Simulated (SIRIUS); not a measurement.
# Mn3Si (Fm-3m) in SIRIUS: reference runs

Aim: a first look at Mn3Si with PBEsol, on the cell as given.

All numbers are computed with SIRIUS 7.12.0; they aren't measurements. Logs are shortened: lines on timing, memory, paths and dates and some standing lists are left out, and cuts for length are marked. The log counts tension as positive stress, the text compression.

## 1. Starting point

Symmetry: Fm-3m, No. 225, cubic system. Conventional cell: a = 5.722 Å, b = 5.722 Å, c = 5.722 Å, α = 90.00°, β = 90.00°, γ = 90.00°. Mn (site symmetry -43m) has 4 Mn at 2.48 Å and 4 Si at 2.48 Å as nearest neighbours. Mn (site symmetry m-3m) is surrounded by 8 Mn at 2.48 Å. Si (site symmetry m-3m) is surrounded by 8 Mn at 2.48 Å.

## 2. Single point, PBEsol, collinear spin, ferromagnetic start

Contents of sirius.json:

```json
{
  "control": {
    "processing_unit": "cpu",
    "std_evp_solver_name": "lapack",
    "gen_evp_solver_name": "lapack",
    "verbosity": 2,
    "print_forces": true,
    "ortho_rf": true,
    "use_second_variation": true,
    "rmt_max": 3.0,
    "num_bands_to_print": 24,
    "save_wf": true
  },
  "parameters": {
    "electronic_structure_method": "full_potential_lapwlo",
    "xc_functionals": ["XC_GGA_X_PBE_SOL", "XC_GGA_C_PBE_SOL"],
    "core_relativity": "dirac",
    "valence_relativity": "iora",
    "num_fv_states": 50,
    "smearing": "fermi_dirac",
    "smearing_width": 0.0018374661,
    "pw_cutoff": 20,
    "gk_cutoff": 3.91,
    "lmax_apw": 10,
    "lmax_rho": 8,
    "lmax_pot": 8,
    "num_mag_dims": 1,
    "auto_rmt": 0,
    "ngridk": [8, 8, 8],
    "shiftk": [0, 0, 0],
    "num_dft_iter": 80,
    "energy_tol": 1e-07,
    "density_tol": 1e-05,
    "use_symmetry": true
  },
  "settings": {"tol_ne": 1e-10},
  "iterative_solver": {"type": "exact"},
  "mixer": {"type": "anderson", "beta": 0.4, "max_history": 8},
  "unit_cell": {
    "lattice_vectors": [[0.0, 5.4065064426, 5.4065064426], [5.4065064426, 0.0, 5.4065064426], [5.4065064426, 5.4065064426, 0.0]],
    "atom_types": ["Mn", "Si"],
    "atom_files": {"Mn": "Mn.json", "Si": "Si.json"},
    "atoms": {
      "Mn": [[0.75, 0.75, 0.75, 0.0, 0.0, 4.0], [0.25, 0.25, 0.25, 0.0, 0.0, 4.0], [0.5, 0.5, 0.5, 0.0, 0.0, 4.0]],
      "Si": [[0.0, 0.0, 0.0, 0.0, 0.0, 0.0]]
    }
  }
}
```

Contents of Mn.json:

```json
{
  "name": "manganese",
  "symbol": "Mn",
  "number": 25,
  "mass": 54.938045,
  "rmin": 1e-06,
  "rmt": 2.25,
  "nrmt": 800,
  "rinf": 15.98,
  "core": "1s2s2p",
  "valence": [
    {"basis": [{"enu": 0.17, "dme": 0, "n": 0, "auto": 0}, {"enu": 0.17, "dme": 1, "n": 0, "auto": 0}]},
    {"l": 0, "n": 1, "basis": [{"enu": 0.27, "dme": 0, "n": 0, "auto": 0}]},
    {"l": 1, "n": 2, "basis": [{"enu": 0.27, "dme": 0, "n": 0, "auto": 0}]},
    {"l": 2, "n": 3, "basis": [{"enu": 0.27, "dme": 0, "n": 0, "auto": 0}]},
    {"l": 3, "n": 4, "basis": [{"enu": 0.27, "dme": 0, "n": 0, "auto": 0}]}
  ],
  "lo": [
    {"l": 0, "basis": [{"enu": 0.27, "dme": 0, "n": 0, "auto": 0}, {"enu": 0.27, "dme": 1, "n": 0, "auto": 0}]},
    {
      "l": 0,
      "basis": [{"enu": -2.669, "dme": 0, "n": 3, "auto": 1}, {"enu": -2.669, "dme": 1, "n": 3, "auto": 1}]
    },
    {"l": 0, "basis": [{"enu": -2.669, "dme": 1, "n": 3, "auto": 1}, {"enu": 0.27, "dme": 0, "n": 0, "auto": 0}]},
    {"l": 0, "basis": [{"enu": 0.27, "dme": 0, "n": 0, "auto": 0}, {"enu": 3.4305, "dme": 0, "n": 0, "auto": 0}]},
    {"l": 1, "basis": [{"enu": 0.27, "dme": 0, "n": 0, "auto": 0}, {"enu": 0.27, "dme": 1, "n": 0, "auto": 0}]},
    {
      "l": 1,
      "basis": [{"enu": -1.5372, "dme": 0, "n": 3, "auto": 1}, {"enu": -1.5372, "dme": 1, "n": 3, "auto": 1}]
    },
    {
      "l": 1,
      "basis": [{"enu": -1.5372, "dme": 1, "n": 3, "auto": 1}, {"enu": 0.27, "dme": 0, "n": 0, "auto": 0}]
    },
    {"l": 1, "basis": [{"enu": 0.27, "dme": 0, "n": 0, "auto": 0}, {"enu": 3.9046, "dme": 0, "n": 0, "auto": 0}]},
    {"l": 2, "basis": [{"enu": 0.27, "dme": 0, "n": 0, "auto": 0}, {"enu": 0.27, "dme": 1, "n": 0, "auto": 0}]},
    {"l": 2, "basis": [{"enu": 0.27, "dme": 1, "n": 0, "auto": 0}, {"enu": 0.27, "dme": 2, "n": 0, "auto": 0}]},
    {"l": 2, "basis": [{"enu": 0.27, "dme": 0, "n": 0, "auto": 0}, {"enu": 3.3515, "dme": 0, "n": 0, "auto": 0}]},
    {"l": 3, "basis": [{"enu": 0.27, "dme": 0, "n": 0, "auto": 0}, {"enu": 0.27, "dme": 1, "n": 0, "auto": 0}]},
    {"l": 3, "basis": [{"enu": 0.27, "dme": 0, "n": 0, "auto": 0}, {"enu": 3.707, "dme": 0, "n": 0, "auto": 0}]}
  ],
  "free_atom": [... radial grid and density of the free atom, the start of the SCF ...]
}
```

Contents of Si.json:

```json
{
  "name": "silicon",
  "symbol": "Si",
  "number": 14,
  "mass": 28.0855,
  "rmin": 1e-06,
  "rmt": 2.16,
  "nrmt": 800,
  "rinf": 17.42,
  "core": "1s",
  "valence": [
    {"basis": [{"enu": 0.17, "dme": 0, "n": 0, "auto": 0}, {"enu": 0.17, "dme": 1, "n": 0, "auto": 0}]},
    {"l": 0, "n": 1, "basis": [{"enu": 0.1967, "dme": 0, "n": 0, "auto": 0}]},
    {"l": 1, "n": 2, "basis": [{"enu": 0.27, "dme": 0, "n": 0, "auto": 0}]},
    {"l": 2, "n": 3, "basis": [{"enu": 0.27, "dme": 0, "n": 0, "auto": 0}]},
    {"l": 3, "n": 4, "basis": [{"enu": 0.27, "dme": 0, "n": 0, "auto": 0}]}
  ],
  "lo": [
    {
      "l": 0,
      "basis": [{"enu": 0.1967, "dme": 0, "n": 0, "auto": 0}, {"enu": 0.1967, "dme": 1, "n": 0, "auto": 0}]
    },
    {
      "l": 0,
      "basis": [{"enu": -4.6707, "dme": 0, "n": 2, "auto": 1}, {"enu": -4.6707, "dme": 1, "n": 2, "auto": 1}]
    },
    {
      "l": 0,
      "basis": [{"enu": -4.6707, "dme": 1, "n": 2, "auto": 1}, {"enu": 0.1967, "dme": 0, "n": 0, "auto": 0}]
    },
    {
      "l": 0,
      "basis": [{"enu": 0.1967, "dme": 0, "n": 0, "auto": 0}, {"enu": 3.6261, "dme": 0, "n": 0, "auto": 0}]
    },
    {"l": 1, "basis": [{"enu": 0.27, "dme": 0, "n": 0, "auto": 0}, {"enu": 0.27, "dme": 1, "n": 0, "auto": 0}]},
    {
      "l": 1,
      "basis": [{"enu": -3.0898, "dme": 0, "n": 2, "auto": 1}, {"enu": -3.0898, "dme": 1, "n": 2, "auto": 1}]
    },
    {
      "l": 1,
      "basis": [{"enu": -3.0898, "dme": 1, "n": 2, "auto": 1}, {"enu": 0.27, "dme": 0, "n": 0, "auto": 0}]
    },
    {"l": 1, "basis": [{"enu": 0.27, "dme": 0, "n": 0, "auto": 0}, {"enu": 4.2138, "dme": 0, "n": 0, "auto": 0}]},
    {"l": 2, "basis": [{"enu": 0.27, "dme": 0, "n": 0, "auto": 0}, {"enu": 0.27, "dme": 1, "n": 0, "auto": 0}]},
    {"l": 2, "basis": [{"enu": 0.27, "dme": 1, "n": 0, "auto": 0}, {"enu": 0.27, "dme": 2, "n": 0, "auto": 0}]},
    {"l": 2, "basis": [{"enu": 0.27, "dme": 0, "n": 0, "auto": 0}, {"enu": 3.6136, "dme": 0, "n": 0, "auto": 0}]},
    {"l": 3, "basis": [{"enu": 0.27, "dme": 0, "n": 0, "auto": 0}, {"enu": 0.27, "dme": 1, "n": 0, "auto": 0}]}
  ],
  "free_atom": [... radial grid and density of the free atom, the start of the SCF ...]
}
```

Contents of sirius_start.json:

```json
{
  "control": {
    "processing_unit": "cpu",
    "std_evp_solver_name": "lapack",
    "gen_evp_solver_name": "lapack",
    "verbosity": 1,
    "print_forces": false,
    "ortho_rf": true,
    "use_second_variation": true,
    "rmt_max": 3.0,
    "num_bands_to_print": 24,
    "save_wf": false
  },
  "parameters": {
    "electronic_structure_method": "full_potential_lapwlo",
    "xc_functionals": ["XC_LDA_X", "XC_LDA_C_PW"],
    "core_relativity": "dirac",
    "valence_relativity": "iora",
    "num_fv_states": 50,
    "smearing": "fermi_dirac",
    "smearing_width": 0.0055123983,
    "pw_cutoff": 20,
    "gk_cutoff": 3.13,
    "lmax_apw": 10,
    "lmax_rho": 8,
    "lmax_pot": 8,
    "num_mag_dims": 1,
    "auto_rmt": 0,
    "ngridk": [3, 3, 3],
    "shiftk": [0, 0, 0],
    "num_dft_iter": 30,
    "energy_tol": 0.01,
    "density_tol": 0.05,
    "use_symmetry": true
  },
  "settings": {"tol_ne": 1e-10},
  "iterative_solver": {"type": "exact"},
  "mixer": {"type": "anderson", "beta": 0.4, "max_history": 8},
  "unit_cell": {
    "lattice_vectors": [[0.0, 5.4065064426, 5.4065064426], [5.4065064426, 0.0, 5.4065064426], [5.4065064426, 5.4065064426, 0.0]],
    "atom_types": ["Mn", "Si"],
    "atom_files": {"Mn": "Mn.json", "Si": "Si.json"},
    "atoms": {
      "Mn": [[0.75, 0.75, 0.75, 0.0, 0.0, 4.0], [0.25, 0.25, 0.25, 0.0, 0.0, 4.0], [0.5, 0.5, 0.5, 0.0, 0.0, 4.0]],
      "Si": [[0.0, 0.0, 0.0, 0.0, 0.0, 0.0]]
    }
  }
}
```

Potentials or basis: all-electron FP-LAPW, apw+lo standard.

The run is started by

```sh
$ OMP_NUM_THREADS=2 sirius.scf --input=sirius_start.json --output=start.json
$ OMP_NUM_THREADS=2 sirius.scf --input=sirius.json --output=output.json --task=1
```

The log of the run:

```text
[info] SIRIUS version : 7.12.0
[info] number of MPI ranks           : 1
[info] MPI grid                      : 1 1
[info] maximum number of OMP threads : 2
[fft] FFT context for density and potential
[fft] =====================================
[fft]   plane wave cutoff                     : 20
[fft]   grid size                             : 54 54 54   total : 157464
[fft]   grid limits                           : -26 27   -26 27   -26 27
[fft]   number of G-vectors within the cutoff : 42735
[fft]   number of G-shells                    : 1130
[fft] FFT context for coarse grid
[fft] =====================================
[fft]   plane wave cutoff                     : 7.82
[fft]   grid size                             : 24 24 24   total : 13824
[fft]   grid limits                           : -11 12   -11 12   -11 12
[fft]   number of G-vectors within the cutoff : 2637
[fft]   number of G-shells                    : 96
[unit cell] lattice vectors
[unit cell]   a1 :       0.0000000000      5.4065064426      5.4065064426
[unit cell]   a2 :       5.4065064426      0.0000000000      5.4065064426
[unit cell]   a3 :       5.4065064426      5.4065064426      0.0000000000
[unit cell] reciprocal lattice vectors
[unit cell]   b1 :      -0.5810762804      0.5810762804      0.5810762804
[unit cell]   b2 :       0.5810762804     -0.5810762804      0.5810762804
[unit cell]   b3 :       0.5810762804      0.5810762804     -0.5810762804
[unit cell] unit cell volume :       316.06773936 [a.u.^3]
[unit cell] 1/sqrt(omega)    :         0.05624837
[unit cell] MT volume        :       185.35216957 (58.64%)
[unit cell] IT volume        :       130.71556979 (41.36%)
[unit cell] number of atom types : 2
[unit cell] type id : 0 symbol : Mn mt_radius :   2.250000 num_atoms : 3
[unit cell] type id : 1 symbol : Si mt_radius :   2.160000 num_atoms : 1
[unit cell] total number of atoms : 4
[unit cell] number of symmetry classes : 3
[unit cell] atom id  type id  class id             position                      vector_field
[unit cell] ------------------------------------------------------------------------------------------
[unit cell]      0        0        0      0.75000   0.75000   0.75000      0.00000   0.00000   4.00000
[unit cell]      1        0        0      0.25000   0.25000   0.25000      0.00000   0.00000   4.00000
[... 412 lines left out ...]
[generate_core_charge_density]   n,l,k : 2 1 1  energy :         -22.76584145
[generate_core_charge_density]   n,l,k : 2 1 2  energy :         -22.38308792
[generate_core_charge_density] atom class : 1
[generate_core_charge_density]   n,l,k : 1 0 1  energy :        -235.46810063
[... 71 lines left out ...]
[find] valence_eval_sum               :     -60.08304198
[find] core_eval_sum                  :   -2107.74991683
[find] kinetic energy                 :    3805.02214379
[find] enuc                           :   -4520.71942462
[find] <rho|V^{XC}>                   :    -227.48369725
[find] <rho|E^{XC}>                   :    -173.81439045
[find] <mag|B^{XC}>                   :      -0.00000000
[find] <rho|V^{H}>                    :   -5745.37140534
[find] smearing (-TS)                 :      -0.00216803
[find] SCF correction                 :       0.00000040
[find] Total energy                   :   -3762.19737355 (Ha),   -7524.39474709 (Ry)
[find] Free energy (E-TS)             :   -3762.19954157 (Ha),   -7524.39908315 (Ry)
[find] band gap (eV)                  :       0.00000000
[find] Efermi                         :       0.37414839
[find] iteration : 18, RMS (target) : 9.3760e-06 (1.0000e-05) , energy difference (target) : 2.3535e-08 (1.0000e-07)
[find] converged after 19 SCF iterations!
[find] Charges and magnetic moments
[find] --------------------------------------------------------------------------------
[find] atom      charge    core leakage                 moment                |moment|
[find] --------------------------------------------------------------------------------
[find]    0   23.749508    2.714957e-11  [  0.00000,   0.00000,   0.00003]    0.000028
[find]    1   23.749508    2.714957e-11  [  0.00000,   0.00000,   0.00003]    0.000028
[find]    2   23.674966    2.687333e-11  [  0.00000,   0.00000,  -0.00001]    0.000011
[find]    3   12.199607    0.000000e+00  [  0.00000,   0.00000,  -0.00000]    0.000001
[find] total core leakage    : 8.11724660e-11
[find] interstitial charge   : 5.626409
[find] interstitial moment   : [  0.00000,   0.00000,  -0.00000], magnitude : 0.000001
[find] total charge          : 88.999998
[find] total moment          : [  0.00000,   0.00000,   0.00004], magnitude : 0.000043
[find] Energy
[find] --------------------------------------------------------------------------------
[find] valence_eval_sum               :     -60.08304198
[find] core_eval_sum                  :   -2107.74991683
[find] kinetic energy                 :    3805.02214379
[find] enuc                           :   -4520.71942462
[find] <rho|V^{XC}>                   :    -227.48369725
[find] <rho|E^{XC}>                   :    -173.81439045
[find] <mag|B^{XC}>                   :      -0.00000000
[find] <rho|V^{H}>                    :   -5745.37140534
[find] smearing (-TS)                 :      -0.00216803
[find] SCF correction                 :       0.00000040
[find] Total energy                   :   -3762.19737355 (Ha),   -7524.39474709 (Ry)
[find] Free energy (E-TS)             :   -3762.19954157 (Ha),   -7524.39908315 (Ry)
[find] band gap (eV)                  :       0.00000000
[find] Efermi                         :       0.37414839
[ground_state]
[ground_state] ==== total Forces in Ha/bohr =====
[ground_state] atom:    0, force:      -0.0000000      0.0000000      0.0000000
[ground_state] atom:    1, force:       0.0000000      0.0000000      0.0000000
[ground_state] atom:    2, force:       0.0000000      0.0000000      0.0000000
[ground_state] atom:    3, force:       0.0000000      0.0000000      0.0000000
[ground_state] ==== contribution from density =====
[ground_state] atom:    0, force:      -0.0000000      0.0000000      0.0000000
[ground_state] atom:    1, force:      -0.0000000      0.0000000      0.0000000
[ground_state] atom:    2, force:       0.0000000      0.0000000      0.0000000
[ground_state] atom:    3, force:       0.0000000      0.0000000      0.0000000
[ground_state] ==== contribution from Hartree potential =====
[ground_state] atom:    0, force:      -0.0000000      0.0000000      0.0000000
[ground_state] atom:    1, force:       0.0000000      0.0000000      0.0000000
[ground_state] atom:    2, force:       0.0000000      0.0000000      0.0000000
[ground_state] atom:    3, force:       0.0000000      0.0000000      0.0000000
[ground_state] ==== contribution from IBS =====
[ground_state] atom:    0, force:       0.0000000      0.0000000      0.0000000
[ground_state] atom:    1, force:       0.0000000      0.0000000      0.0000000
[ground_state] atom:    2, force:       0.0000000      0.0000000      0.0000000
[ground_state] atom:    3, force:       0.0000000      0.0000000      0.0000000
```

It took 4.6 min on 2 threads of Arm Neoverse V1, shared host; peak memory 0.91 GiB.

Results:

```
Free energy                                       : -102374.6649 eV
Band gap on the k mesh                            : none (metal or under the smearing width)
All electrons inside the program's atomic spheres : Mn 23.75, 23.67; Si 12.20 (radii Mn 2.25, Si 2.16 bohr)
```

Levels at points of the mesh, in eV from the Fermi level:
Spin up:
| k point | band 26 | band 27 | band 28 | band 29 | band 30 | band 31 |
| --- | --- | --- | --- | --- | --- | --- |
| (0.00, 0.00, 0.00) | 0.31 | 0.31 | 0.31 | 0.45 | 0.45 | 0.96 |
| (0.50, 0.00, 0.00) | -0.88 | -0.87 | -0.87 | 0.34 | 0.34 | 0.52 |
| (0.50, 0.50, 0.00) | -1.20 | -0.54 | -0.54 | 0.02 | 0.28 | 0.33 |
Spin down:
| k point | band 24 | band 25 | band 26 | band 27 | band 28 | band 29 | band 30 | band 31 | band 32 | band 33 |
| --- | --- | --- | --- | --- | --- | --- | --- | --- | --- | --- |
| (0.00, 0.00, 0.00) | -2.11 | -2.11 | 0.31 | 0.31 | 0.31 | 0.45 | 0.45 | 0.96 | 0.96 | 3.48 |
| (0.50, 0.00, 0.00) | -1.77 | -1.77 | -0.88 | -0.87 | -0.87 | 0.34 | 0.34 | 0.52 | 0.52 | 0.83 |
| (0.50, 0.50, 0.00) | -2.22 | -1.90 | -1.20 | -0.54 | -0.54 | 0.02 | 0.28 | 0.33 | 0.81 | 0.81 |

Caveat: the starting moments collapsed, and a magnetic state may lie lower.
